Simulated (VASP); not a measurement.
# Te (C2/m) in VASP: further runs

The runs below take Te through single point, with PBE.

All numbers are computed with VASP 6.6.1; they aren't measurements. Logs are shortened: lines on timing, memory, paths and dates and some standing lists are left out, and cuts for length are marked.

### 1 Starting point

The structure is monoclinic, space group C2/m (No. 12). Conventional cell: a = 7.641 Å, b = 4.296 Å, c = 5.977 Å, α = 90.00°, β = 90.90°, γ = 90.00°. Around Te (site symmetry 2/m) lie 6 Te at 3.09 to 3.31 Å. Te (site symmetry m) is surrounded by 6 Te at 3.03 to 3.47 Å.

This isn't the form of Te at room conditions, which is trigonal, of chains.

### 2 Single point, PBE

File INCAR:

```
ADDGRID = F
ALGO = Normal
EDIFF = 1E-4
ENCUT = 520
GGA = PE
ISIF = 2
ISMEAR = 0
LASPH = T
LCHARG = F
LREAL = F
LWAVE = F
NBANDS = 16
NELM = 100
PREC = Accurate
SIGMA = 0.05
```

File KPOINTS:

```
k-points
0
Gamma
  7 7 5
```

File POSCAR:

```
Te
1.0
    3.8202894285     -2.1482026000      0.0000000000
    3.8202894285      2.1482026000      0.0000000000
   -0.0942908673      0.0000000000      5.9760906531
Te
3
Direct
    0.0000000000      0.0000000000      0.0000000000
    0.3094466100      0.3094466100      0.3388094900
    0.6905533900      0.6905533900      0.6611905100
```

Potentials or basis: VASP PAW PBE potentials, release 64 (Te).

Launch:

```bash
$ cat potpaw_PBE.64/Te/POTCAR > POTCAR
$ mpirun -np 1 vasp_std > vasp.out
```

OUTCAR:

```text
EDIFF = 1E-4
   ENCUT = 520
   GGA = PE
   ISIF = 2
   ISMEAR = 0
   LASPH = T
   LREAL = F
   NELM = 100
   PREC = Accurate

 Found     72 irreducible k-points:

 Following reciprocal coordinates:
            Coordinates               Weight
  0.000000  0.000000  0.000000      1.000000
  0.142857  0.000000  0.000000      4.000000
  0.285714  0.000000  0.000000      4.000000
  0.428571  0.000000  0.000000      4.000000
  0.142857  0.142857  0.000000      2.000000
  0.285714  0.142857  0.000000      4.000000
   k-points           NKPTS =     72   k-points in BZ     NKDIM =     72   number of bands    NBANDS=     16
   number of dos      NEDOS =    301   number of ions     NIONS =      3
   total plane-waves  NPLWV =  62208
   dimension x,y,z NGX =    36 NGY =   36 NGZ =   48
   dimension x,y,z NGXF=    72 NGYF=   72 NGZF=   96
   ions per type =               3
   NGX,Y,Z   is equivalent  to a cutoff of  13.66, 13.66, 13.35 a.u.
   NGXF,Y,Z  is equivalent  to a cutoff of  27.31, 27.31, 26.70 a.u.
 SYSTEM =  unknown system
   PREC   = accura    normal or accurate (medium, high low for compatibility)
   ISTART =      0    job   : 0-new  1-cont  2-samecut
   ICHARG =      2    charge: 1-file 2-atom 10-const
   ISPIN  =      1    spin polarized calculation?
   LNONCOLLINEAR =      F non collinear calculations
   LSORBIT =      F    spin-orbit coupling
   LASPH  =      T    aspherical Exc in radial PAW
   ENCUT  =  520.0 eV  38.22 Ry    6.18 a.u.   8.15  8.15 11.11*2*pi/ulx,y,z
   NELM   =    100;   NELMIN=  2; NELMDL= -5     # of ELM steps
   EDIFF  = 0.1E-03   stopping-criterion for ELM
   LREAL  =      F    real-space projection
   EDIFFG = 0.1E-02   stopping-criterion for IOM
   NSW    =      0    number of steps for IOM
   IBRION =     -1    ionic relax: 0-MD 1-quasi-New 2-CG
   NFREE  =      0    steps in history (QN), initial steepest desc. (CG)
   ISIF   =      2    stress and relaxation
   ISYM   =      2    0-nonsym 1-usesym 2-fastsym
   POTIM  = 0.5000    time-step for ionic-motion
   TEBEG  =    0.0;   TEEND  =   0.0 temperature during run
   PSTRESS=    0.0 pullay stress
   NELECT =      18.0000    total number of electrons
   NUPDOWN=      -1.0000    fix difference up-down
   EMIN   =  10.00;   EMAX   =-10.00  energy-range for DOS
   EFERMI =   0.00;   METHOD = LEGACY
   ISMEAR =     0;   SIGMA  =   0.05  broadening in eV -4-tet -1-fermi 0-gaus
   EFERMI_NEDOS =   21; number of points for ismear=-14 and -15
   IALGO  =     38    algorithm
   IMIX   =      4    mixing-type and parameters
     AMIX     =   0.40;   BMIX     =  1.00
     AMIX_MAG =   1.60;   BMIX_MAG =  1.00
  volume/ion in A,a.u.               =      32.70       220.64
  Fermi-wavevector in a.u.,A,eV,Ry     =   0.930307  1.758025 11.775440  0.865470
  Thomas-Fermi vector in A             =   2.056681
   LORBIT       =      0    0 simple, 1 ext, 2 COOP (PROOUT), +10 PAW based schemes
   GGA     = PE    functional components
   LHFCALC =     F    Hartree Fock is set to
   AEXX    =    0.0000 exact exchange contribution
   IVDW    =     0    specifies the selected vdW correction
   LEPSILON=     F    determine dielectric tensor
   LRPA    =     F    only Hartree local field effects (RPA)
 non-spin polarized calculation
 Gauss-broadening in eV      SIGMA  =   0.05
  energy-cutoff  :      520.00
  volume of cell :       98.09
 maximum number of plane-waves:      2659
 NGX is ok and might be reduce to    36
   NGX = 17   NGY = 17   NGZ = 23

 number of electron      18.0000000 magnetization

 Free energy of the ion-electron system (eV)
  ---------------------------------------------------
  ext. energy  EPLUGINS =         0.00000000
  ---------------------------------------------------
  free energy    TOTEN  =        -9.29666438 eV

  energy without entropy =       -9.29566312  energy(sigma->0) =       -9.29616375

 E-fermi :   6.4818     XC(G=0):  -9.2807

 val. band max:        6.4568556708   @ k =   0.4286   0.2857   0.2000
 cond. band min:       6.4852997045   @ k =   0.0000   0.0000   0.4000
 fundamental gap:      0.0284440337
 Fermi energy:         6.4818065449

 k-point     1 :       0.0000    0.0000    0.0000
  band No.  band energies     occupation
      1      -7.2278      2.00000
      2      -4.0337      2.00000
      3      -3.8937      2.00000
      4       3.7223      2.00000
      5       3.7438      2.00000
      6       4.2193      2.00000
      7       4.4281      2.00000
      8       4.8081      2.00000
      9       5.0209      2.00000
     10       7.4157      0.00000
     11       7.4483      0.00000
     12       7.9993      0.00000
     13      11.1929      0.00000
     14      11.6047      0.00000
     15      12.5413      0.00000
     16      12.5613      0.00000

 k-point     2 :       0.1429    0.0000    0.0000
  band No.  band energies     occupation
      1      -7.0580      2.00000
      2      -4.0161      2.00000
      3      -3.9016      2.00000
      4       2.4864      2.00000
      5       3.1049      2.00000
      6       3.5012      2.00000
      7       5.1835      2.00000
      8       5.3399      2.00000
      9       6.2432      2.00000
     10       6.6636      0.00000
     11       7.2184      0.00000
     12       7.6599      0.00000
     13      10.7020      0.00000
     14      11.3854      0.00000
     15      12.4117      0.00000
     16      12.9968      0.00000

 k-point     3 :       0.2857    0.0000    0.0000
  band No.  band energies     occupation
      1      -6.5655      2.00000
      2      -4.2587      2.00000
      3      -3.8058      2.00000
      4       1.5778      2.00000
      5       2.2891      2.00000
      6       2.8394      2.00000
      7       4.4825      2.00000
      8       5.6645      2.00000
      9       5.8337      2.00000
     10       6.8497      0.00000
     11       7.1793      0.00000
     12       8.4770      0.00000
     13       9.5961      0.00000
     14      12.0998      0.00000
     15      13.0604      0.00000
     16      14.1200      0.00000

 k-point     4 :       0.4286    0.0000    0.0000
  band No.  band energies     occupation
      1      -5.8187      2.00000
      2      -4.9269      2.00000
      3      -3.6861      2.00000
      4       1.6126      2.00000
      5       1.8548      2.00000
      6       2.4615      2.00000
      7       2.9527      2.00000
      8       5.7902      2.00000
      9       5.8659      2.00000
     10       6.7084      0.00000
     11       6.8715      0.00000
     12       8.9614      0.00000
     13       9.8308      0.00000
     14      13.7199      0.00000
     15      14.6422      0.00000
     16      15.3286      0.00000

 k-point     5 :       0.1429    0.1429    0.0000
  band No.  band energies     occupation
      1      -7.0718      2.00000
      2      -4.0576      2.00000
      3      -3.8578      2.00000
      4       2.4466      2.00000
      5       3.2715      2.00000
      6       3.3583      2.00000
      7       5.3231      2.00000
      8       5.3818      2.00000
      9       6.0560      2.00000
     10       6.8121      0.00000
     11       7.2539      0.00000
     12       7.6028      0.00000
     13      10.6402      0.00000
     14      11.4266      0.00000
     15      12.5759      0.00000
     16      13.1349      0.00000

 k-point     6 :       0.2857    0.1429    0.0000
  band No.  band energies     occupation
      1      -6.7551      2.00000
      2      -4.1014      2.00000
      3      -3.8803      2.00000
      4       1.9088      2.00000
      5       2.0247      2.00000
      6       3.7026      2.00000
      7       4.4192      2.00000
      8       5.5013      2.00000
      9       5.6233      2.00000
     10       7.3539      0.00000
     11       7.4822      0.00000
     12       8.0219      0.00000
     13      10.5496      0.00000
     14      10.6758      0.00000
     15      13.1911      0.00000
     16      13.8328      0.00000

 [... further k-points ...]

------------------------ aborting loop because EDIFF is reached ----------------------------------------

  FORCE on cell =-STRESS in cart. coord.  units (eV):
  Direction    XX          YY          ZZ          XY          YZ          ZX
  --------------------------------------------------------------------------------------
  -------------------------------------------------------------------------------------
  Total        0.3394594      0.3918990      0.3739139      0.0000000      0.0000000      0.0263068
  in kB        5.5447219      6.4012685      6.1075004      0.0000000      0.0000000      0.4296939
  external PRESSURE =       6.0178303 kB  Pullay stress =       0.0000000 kB

 VOLUME and BASIS-vectors are now :
 -----------------------------------------------------------------------------
  energy-cutoff  :      520.00
  volume of cell :       98.09
      direct lattice vectors                 reciprocal lattice vectors
     3.820289429 -2.148202600  0.000000000     0.130880136 -0.232752721  0.002065029
     3.820289429  2.148202600  0.000000000     0.130880136  0.232752721  0.002065029
    -0.094290867  0.000000000  5.976090653     0.000000000  0.000000000  0.167333472

 POSITION                                       TOTAL-FORCE (eV/Angst)
 -----------------------------------------------------------------------------------
      0.00000      0.00000      0.00000        -0.000000      0.000000      0.000000
      2.33240      0.00000      2.02476         0.090241      0.000000     -0.029961
      5.21388      0.00000      3.95133        -0.090241      0.000000      0.029961
 -----------------------------------------------------------------------------------
    total drift:                               -0.000000     -0.000000     -0.000000

  FREE ENERGIE OF THE ION-ELECTRON SYSTEM (eV)
  ---------------------------------------------------
  free  energy   TOTEN  =        -9.2966643778 eV

  energy  without entropy=       -9.2956631161  energy(sigma->0) =       -9.29616375
```

It took 68 s on 1 thread of AMD EPYC 7R13 (Zen 3), shared host; peak memory 0.24 GiB.

The run converged, but some of its settings lie outside the range that counts as converged, so its numbers aren't taken as properties of the crystal.

Results:

```
Free energy            : -9.2967 eV
Pressure               : 0.6 GPa
Largest force          : 0.095 eV/Å
Band gap on the k mesh : 0.03 eV, indirect (least direct gap 0.19 eV)
```

Caveat: spin-orbit coupling is left out, which moves the levels of the heavy elements; an odd mesh through Γ misses points on the zone boundary, where band edges often lie.

### 3 Single point, PBE

INCAR is that of step 2.

KPOINTS is that of step 2.

File POSCAR:

```
Te
1.0
    3.8202894285     -2.1482026000      0.0000000000
    3.8202894285      2.1482026000      0.0000000000
   -0.0942908673      0.0000000000      5.9760906531
Te
3
Direct
    0.0053760000      0.0030970000      0.0153300000
    0.3128830000      0.3144850000      0.3485460000
    0.7243610000      0.6723340000      0.6509690000
```

Potentials or basis: VASP PAW PBE potentials, release 64 (Te).

Launch:

```bash
$ cat potpaw_PBE.64/Te/POTCAR > POTCAR
$ mpirun -np 1 vasp_std > vasp.out
```

Run time: 1.9 min. Hardware: 1 thread of AMD EPYC 7R13 (Zen 3), shared host; peak memory 0.29 GiB.

These settings aren't checked as converged: the numbers below hold their error.

Results:

```
Free energy            : -9.2563 eV
Pressure               : 1.2 GPa
Largest force          : 0.627 eV/Å
Band gap on the k mesh : none (metal or under the smearing width)
```

### 4 Single point, PBE

INCAR, as its differences from that of step 3:

```diff
@@ -2,4 +2,4 @@
 ALGO = Normal
-EDIFF = 1E-4
-ENCUT = 520
+EDIFF = 1E-6
+ENCUT = 650
 GGA = PE
```

KPOINTS is that of step 3.

File POSCAR:

```
Te
1.0
    3.8202894285     -2.1482026000      0.0000000000
    3.8202894285      2.1482026000      0.0000000000
   -0.0942908673      0.0000000000      5.9760906531
Te
3
Direct
    0.0000000000      0.0000000000      0.0000000000
    0.3094466100      0.3094466100      0.3388094900
    0.6905533900      0.6905533900      0.6611905100
```

Launch:

```bash
$ cat potpaw_PBE.64/Te/POTCAR > POTCAR
$ mpirun -np 1 vasp_std > vasp.out
```

Run time: 1.8 min. Hardware: 1 thread of AMD EPYC 7R13 (Zen 3), shared host; peak memory 0.28 GiB.

The run converged, but some of its settings lie outside the range that counts as converged, so its numbers aren't taken as properties of the crystal.

What came out:

- Free energy: -9.2967 eV
- Pressure: 0.6 GPa
- Largest force: 0.095 eV/Å
- Band gap on the k mesh: 0.03 eV, indirect (least direct gap 0.19 eV)

Caveat: spin-orbit coupling is left out, which moves the levels of the heavy elements; an odd mesh through Γ misses points on the zone boundary, where band edges often lie.

### 5 Single point, PBE

INCAR is that of step 4.

KPOINTS is that of step 4.

File POSCAR:

```
Te
1.0
    3.8202894285     -2.1482026000      0.0000000000
    3.8202894285      2.1482026000      0.0000000000
   -0.0942908673      0.0000000000      5.9760906531
Te
3
Direct
    0.0053760000      0.0030970000      0.0153300000
    0.3128830000      0.3144850000      0.3485460000
    0.7243610000      0.6723340000      0.6509690000
```

Launch:

```bash
$ cat potpaw_PBE.64/Te/POTCAR > POTCAR
$ mpirun -np 1 vasp_std > vasp.out
```

Wall time 2.7 min (1 thread of AMD EPYC 7R13 (Zen 3), shared host); peak memory 0.34 GiB.

These settings aren't checked as converged: the numbers below hold their error.

Results:

```
Free energy            : -9.2564 eV
Pressure               : 1.2 GPa
Largest force          : 0.628 eV/Å
Band gap on the k mesh : none (metal or under the smearing width)
```

### 6 Single point, PBE

INCAR, as its differences from that of step 5:

```diff
@@ -3,3 +3,3 @@
 EDIFF = 1E-6
-ENCUT = 650
+ENCUT = 460
 GGA = PE
```

File KPOINTS:

```
k-points
0
Gamma
  9 9 6
```

File POSCAR:

```
Te
1.0
    3.8202894285     -2.1482026000      0.0000000000
    3.8202894285      2.1482026000      0.0000000000
   -0.0942908673      0.0000000000      5.9760906531
Te
3
Direct
    0.0000000000      0.0000000000      0.0000000000
    0.3094466100      0.3094466100      0.3388094900
    0.6905533900      0.6905533900      0.6611905100
```

Potentials or basis: VASP PAW PBE potentials, release 64 (Te).

Launch:

```bash
$ cat potpaw_PBE.64/Te/POTCAR > POTCAR
$ mpirun -np 1 vasp_std > vasp.out
```

OUTCAR:

```text
EDIFF = 1E-6
   ENCUT = 460
   GGA = PE
   ISIF = 2
   ISMEAR = 0
   LASPH = T
   LREAL = F
   NELM = 100
   PREC = Accurate

 Found    140 irreducible k-points:

 Following reciprocal coordinates:
            Coordinates               Weight
  0.000000  0.000000  0.000000      1.000000
  0.111111 -0.000000  0.000000      4.000000
  0.222222  0.000000  0.000000      4.000000
[... 193 lines left out ...]
------------------------ aborting loop because EDIFF is reached ----------------------------------------

  FORCE on cell =-STRESS in cart. coord.  units (eV):
  Direction    XX          YY          ZZ          XY          YZ          ZX
  --------------------------------------------------------------------------------------
  -------------------------------------------------------------------------------------
  Total        0.2733445      0.4314796      0.3223635      0.0000000      0.0000000     -0.0110788
  in kB        4.4648023      7.0477771      5.2654780      0.0000000      0.0000000     -0.1809616
  external PRESSURE =       5.5926858 kB  Pullay stress =       0.0000000 kB

 VOLUME and BASIS-vectors are now :
 -----------------------------------------------------------------------------
  energy-cutoff  :      460.00
  volume of cell :       98.09
      direct lattice vectors                 reciprocal lattice vectors
     3.820289429 -2.148202600  0.000000000     0.130880136 -0.232752721  0.002065029
     3.820289429  2.148202600  0.000000000     0.130880136  0.232752721  0.002065029
    -0.094290867  0.000000000  5.976090653     0.000000000  0.000000000  0.167333472

 POSITION                                       TOTAL-FORCE (eV/Angst)
 -----------------------------------------------------------------------------------
      0.00000      0.00000      0.00000         0.000000      0.000000      0.000000
      2.33240      0.00000      2.02476         0.093055     -0.000000     -0.048380
      5.21388      0.00000      3.95133        -0.093055     -0.000000      0.048380
 -----------------------------------------------------------------------------------
    total drift:                                0.000000     -0.000000     -0.000000

  FREE ENERGIE OF THE ION-ELECTRON SYSTEM (eV)
  ---------------------------------------------------
  free  energy   TOTEN  =        -9.3014157045 eV

  energy  without entropy=       -9.3004750382  energy(sigma->0) =       -9.30094537
```

OSZICAR:

```text
N       E                     dE             d eps       ncg     rms          rms(c)
DAV:   1     0.625938431991E+02    0.62594E+02   -0.59283E+03  4480   0.800E+02
DAV:   2    -0.559507726805E+01   -0.68189E+02   -0.64722E+02  6080   0.129E+02
DAV:   3    -0.925260726123E+01   -0.36575E+01   -0.36340E+01  5392   0.323E+01
DAV:   4    -0.930941058510E+01   -0.56803E-01   -0.56798E-01  6776   0.487E+00
DAV:   5    -0.931025435986E+01   -0.84377E-03   -0.84376E-03  5856   0.502E-01    0.126E+01
DAV:   6    -0.929820535216E+01    0.12049E-01   -0.39916E-02  5672   0.110E+00    0.775E+00
DAV:   7    -0.930162836577E+01   -0.34230E-02   -0.27176E-02  5856   0.100E+00    0.568E-01
DAV:   8    -0.930149907661E+01    0.12929E-03   -0.25883E-03  5976   0.310E-01    0.191E-01
DAV:   9    -0.930140509096E+01    0.93986E-04   -0.43967E-04  6008   0.122E-01    0.822E-02
DAV:  10    -0.930141730086E+01   -0.12210E-04   -0.12571E-04  6016   0.576E-02    0.249E-02
DAV:  11    -0.930141541822E+01    0.18826E-05   -0.19395E-05  5664   0.245E-02    0.105E-02
DAV:  12    -0.930141570446E+01   -0.28624E-06   -0.16255E-06  5400   0.776E-03
   1 F= -.93014157E+01 E0= -.93009454E+01  d E =-.940666E-03
```

Run time: 1.9 min. Hardware: 1 thread of AMD EPYC 7R13 (Zen 3), shared host; peak memory 0.25 GiB.

These settings aren't checked as converged: the numbers below hold their error.

Results:

| Item | Value |
| --- | --- |
| Free energy | -9.3014 eV |
| Pressure | 0.6 GPa |
| Largest force | 0.105 eV/Å |
| Band gap on the k mesh | none (metal or under the smearing width) |
